**Q:** I have a bulk modulus for WSe₂, measured close to zero pressure. My film will be squeezed in one process step and pulled in another. Can I use that one number to turn any volume change into a pressure?

**A:** Only for a small change. A constant modulus treats the crystal as one spring with one stiffness, and WSe₂ is not built like that. The table follows the same structure through a range of imposed volumes, with cell shape and atoms relaxed at each. Positive pressure means that the crystal is compressed, negative pressure that it is pulled, in both cases equally from all sides. A film that a substrate strains only in its plane is a different case and needs the separate elastic constants of the crystal.

WSe₂ in 6-atom cells, computed with Ansatz 0.2.0: scalar-relativistic PBE+D3(BJ) without spin polarisation, PAW, 420 eV plane-wave cutoff, Gaussian smearing of 0.02 eV. The k mesh is 12×12×2 for the rows at 17.465, 18.061, 18.656, 19.251, 20.442 and 21.831 Å³/atom, and 9×9×2 for the other six. Cell shape and atoms are relaxed at each fixed volume, with a force tolerance of 0.01 eV/Å. Energies are relative to the standard forms of the elements; positive pressure means compression.

```tsv
volume (relaxed cell) (Å³/atom)	c/a (relaxed cell)	shortest distance (relaxed cell) (Å)	energy over elements (eV/atom)	pressure (GPa)
17.465	3.7632	2.499	-0.493	11.090
17.476	3.7640	2.499	-0.494	11.000
18.061	3.7812	2.510	-0.527	7.180
18.656	3.8108	2.520	-0.547	4.120
18.667	3.8112	2.519	-0.548	4.060
19.251	3.8494	2.527	-0.558	1.750
19.263	3.8497	2.527	-0.558	1.710
20.442	3.9637	2.539	-0.559	-1.220
20.455	3.9654	2.539	-0.559	-1.240
21.051	4.0490	2.543	-0.553	-1.970
21.831	4.1640	2.545	-0.541	-2.470
21.845	4.1662	2.545	-0.541	-2.470
```

**Q:** How large is the error if I do it anyway?

**A:** Take the two rows on either side of zero pressure, at volumes of 19.251 and 20.442 Å³/atom. With $P$ for pressure and $V$ for volume, they give the modulus

$$B=-\frac{\Delta P}{\Delta \ln V}=\frac{1.75+1.22}{\ln(20.442/19.251)}\approx 49.5\ \text{GPa}.$$

Carried to the smallest volume, this constant modulus predicts

$$P(17.465)=1.75+49.5\,\ln\frac{19.251}{17.465}\approx 6.6\ \text{GPa}.$$

The calculation gives 11.09 GPa in that row, which was not used to obtain $B$. The estimate is about 40 % too low, so the squeezed crystal is much stiffer than the rule says.

**Q:** And when it is pulled?

**A:** There the rule errs the other way. At 21.831 Å³/atom it predicts a tension of 4.5 GPa, while the calculation finds only 2.47 GPa. An average modulus would not repair this, because one end needs a larger value and the other a smaller one.

**Q:** Could I have noticed the problem without working out such a prediction?

**A:** Yes, by computing the modulus between neighbouring volumes instead of once for the whole range. It is about 116 GPa between the two smallest distinct volumes, 49 GPa around zero pressure and 14 GPa between 21.051 and 21.831 Å³/atom. If linear elasticity held, these three values would agree.

The shape of the cell gives a second sign. The ratio $c/a$ compares the cell's height across the layers with its edge along them. A rise alone would prove little, because a crystal whose stiffness is constant but differs with direction also changes shape under pressure. Here, however, the rise quickens towards large volumes, so the balance between the two directions itself shifts as the crystal expands.

**Q:** What inside the crystal changes its stiffness so much?

**A:** WSe₂ is a stack of sheets. Within each sheet, tungsten is bonded to selenium above and below it; between the sheets there is only a weak attraction. The crystal thus contains a stiff part and a soft part, and the soft part is a gap whose stiffness depends strongly on how wide it is.

The table allows the two parts to be separated. Volume and $c/a$ together fix $a$ and $c$, and the shortest distance $d$ is the W–Se bond. A tungsten atom lies sideways from its selenium neighbours by $a/\sqrt3$, and the cell holds two layers, so the layer thickness $h$ and the gap $g$ are

$$h=2\sqrt{d^2-a^2/3},\qquad g=\frac{c}{2}-h.$$

From 17.465 to 21.831 Å³/atom, the layer thickness stays near 3.4 Å, while the gap opens from 2.59 to 3.54 Å.

**Q:** So the volume change simply goes into the gap?

**A:** Not on the compressed side. Between 17.465 and 18.061 Å³/atom, 57 % of the relative volume change comes from the sheets stretching sideways. Between 21.051 and 21.831 Å³/atom, that share has fallen to 15 %. A narrowed gap resists so strongly that the sheets have to take up much of the strain, whereas an open gap gives way first.

An effective stiffness of each part supports this picture. It is taken from the separate stresses in the plane and along the stacking direction, which the same runs give but the table does not list; both stresses change together, so these are not pure elastic constants. Between those same two intervals, the stress needed to change the gap by a given amount falls roughly twentyfold. The sideways stiffness of a sheet falls only from about 240 to 150 N/m. The last interval is the less certain one, because the stress at 21.051 Å³/atom differs by about 0.15 GPa between the two directions, but that is far too little to remove the contrast.

**Q:** Why should a gap behave so differently from a bonded sheet?

**A:** This part is standard theory rather than a reading of the table. When two selenium surfaces approach, their filled electron shells overlap, and the resulting repulsion grows roughly exponentially. When they separate, the repulsion dies away quickly and leaves the dispersion attraction, which itself weakens with distance. The restoring force therefore rises steeply on closing, but on opening it reaches a maximum and then fades.

A covalent sheet feels the same kind of curve, but its bonds are strained far less. Over the whole table the W–Se distance changes by less than 2 % and the edge of the sheet by about 4 %, while the gap widens by more than a third. The sheet therefore stays closer to the bottom of its energy well. Most crystals soften somewhat when they expand; this argument leads one to expect an especially steep fall wherever strong sheets are held together by a weak attraction.

**Q:** Could the levelling-off under tension be an error in the computed stress?

**A:** The energies argue against it. Pressure must equal the downhill slope of energy with volume. With the energies of the runs, which have more decimals than the table, that slope is −1.65 GPa between 20.442 and 21.051 Å³/atom and −2.28 GPa between 21.051 and 21.831 Å³/atom. The mean pressures of the same pairs of rows are −1.60 and −2.22 GPa. The energies alone thus show the tension growing by only about 0.6 GPa from one interval to the next, where the constant modulus would demand more than twice as much.

Both intervals join rows with different k meshes, and an odd mesh such as 9×9×2 can miss points on the edge of the Brillouin zone. That matters little here: with the 9×9×2 rows alone, at 20.455, 21.051 and 21.845 Å³/atom, the two slopes change by only about 0.01 GPa or less.

This agreement tests the consistency of the calculation, not its physics. The attraction across an open gap relies on the dispersion correction added to the functional, and a different correction could shift the tension. How far it would shift is untested here.

**Q:** My software offers a Birch–Murnaghan equation of state. Does that solve the problem?

**A:** It solves it inside the range of the data, but not beyond. The third-order form lets the modulus change with volume. Fitted to the nine rows up to 20.455 Å³/atom, it follows them to within 0.05 GPa. At 21.831 Å³/atom, outside the fit, it predicts a tension of 2.92 GPa instead of 2.47 GPa, an error of 18 %.

The equation expands the energy in powers of the overall strain and stops after the third. It has no knowledge that most of the late strain sits in one weak gap. Its close fit is also less impressive than it looks, because several rows are near-twins: the nine rows represent only five distinct volumes, and the curve has three adjustable constants.

**Q:** Then why not describe the gap itself?

**A:** That helps, though not completely. A Morse-type force contains a steep repulsion and a gentler attraction:

$$P(g)=A\,e^{-2k(g-g_0)}-C\,e^{-k(g-g_0)},\qquad g_0=3\ \text{Å}.$$

It also has three constants, $A$, $C$ and $k$, and was fitted to the same nine rows. It follows them slightly less closely than Birch–Murnaghan does, yet at 21.831 Å³/atom it misses by 11 % instead of 18 %. The comparison is not quite even, however. The gap curve is given the calculated gap at that volume, whereas Birch–Murnaghan is given only the volume. On its own, the gap curve therefore cannot turn a new volume into a pressure; you would first have to know how wide the gap becomes. The output printed below the text lists both fits.

**Q:** Can I read from this curve the largest tension the crystal withstands?

**A:** No, and the table shows why. The lowest point of the curve lies at $-C^2/(4A)$, which with the fitted constants is

$$-\frac{9.06^2}{4\times 9.33}\approx -2.2\ \text{GPa}.$$

The calculated crystal already carries more tension than that at 21.831 Å³/atom. The formula ties the range of the repulsion to that of the attraction, and in the crystal either part may fade differently; the fit cannot say which one causes the miss.

**Q:** But the last two rows show the same pressure. Isn't that the maximum?

**A:** They are too close together to tell. Their volumes differ by 0.014 Å³/atom. Even with the 14 GPa found over the last interval, the pressure would change by only $14\times0.014/21.8\approx0.009$ GPa, and at the soft end of that interval the modulus is probably lower still. The table rounds its pressures to a hundredth of a GPa, so it cannot resolve such a step. In the unrounded results of the runs the last row carries very slightly more tension than the one before it, but the difference is no larger than the remaining mismatch between the stresses in the two directions, and the two rows were computed with different k meshes. Only cells at larger volumes could show where the maximum lies.

**Q:** What should I do with my single modulus, then?

**A:** Keep it for volumes close to those where it was obtained, and expect trouble soon after. Going about 3 % in volume below the pair of rows used above, to 18.656 Å³/atom, it gives $1.75+49.5\ln(19.251/18.656)\approx3.3$ GPa instead of 4.12 GPa. Going 3 % above the pair, to 21.051 Å³/atom, it gives a tension of $1.22+49.5\ln(21.051/20.442)\approx2.7$ GPa instead of 1.97 GPa. For larger changes, use a curve whose data enclose the volume you need, and check the modulus between neighbouring points at both ends before relying on it.

The analysis program printed:

```
bulk modulus between 17.465 and 18.061 (GPa): 116.5
bulk modulus between 19.251 and 20.442 (GPa): 49.48
bulk modulus between 21.051 and 21.831 (GPa): 13.74
constant-modulus pressure at 17.465 (GPa): 6.567
constant-modulus pressure at 21.831 (GPa): -4.473
growth of a from 17.465 to 21.831 (percent): 4.148
growth of c from 17.465 to 21.831 (percent): 15.24
layer thickness Se to Se at 17.465 (angstrom): 3.391
layer thickness Se to Se at 21.831 (angstrom): 3.359
gap between layers at 17.465 (angstrom): 2.592
gap between layers at 21.831 (angstrom): 3.536
in-plane share of volume change 17.465 to 18.061 (percent): 57.19
in-plane share of volume change 19.251 to 20.442 (percent): 34.17
in-plane share of volume change 21.051 to 21.831 (percent): 15.35
gap stiffness 17.465 to 18.061 (GPa per angstrom): 42.13
gap stiffness 21.051 to 21.831 (GPa per angstrom): 1.851
in-plane layer stiffness 17.465 to 18.061 (N/m): 237.1
in-plane layer stiffness 21.051 to 21.831 (N/m): 149.8
pressure from energy slope 21.051 to 21.831 (GPa): -2.276
mean printed pressure of 21.051 and 21.831 (GPa): -2.22
fit of pressure on 9 rows (vol < 20.5): coefficient of (s/vol)**(7/3)-(s/vol)**(5/3) 73.79 +/- 0.56, coefficient of ((s/vol)**(7/3)-(s/vol)**(5/3))*((s/vol)**(2/3)-1) 290.4 +/- 7.1, s 19.87; rms 0.0252, worst 18.061 -0.0434, leave-one-out rms 0.0308
  rows outside the fit (model, value, miss): 21.051 -2.159, -1.97, -0.189; 21.831 -2.92, -2.47, -0.45; 21.845 -2.93, -2.47, -0.46
fit of pressure on 9 rows (vol < 20.5): coefficient of exp(-2*s*(gap-3)) 9.328 +/- 0.049, coefficient of exp(-s*(gap-3)) -9.056 +/- 0.07, s 1.271; rms 0.0427, worst 18.061 0.081, leave-one-out rms 0.0588
  rows outside the fit (model, value, miss): 21.051 -1.897, -1.97, 0.0733; 21.831 -2.194, -2.47, 0.276; 21.845 -2.195, -2.47, 0.275
```
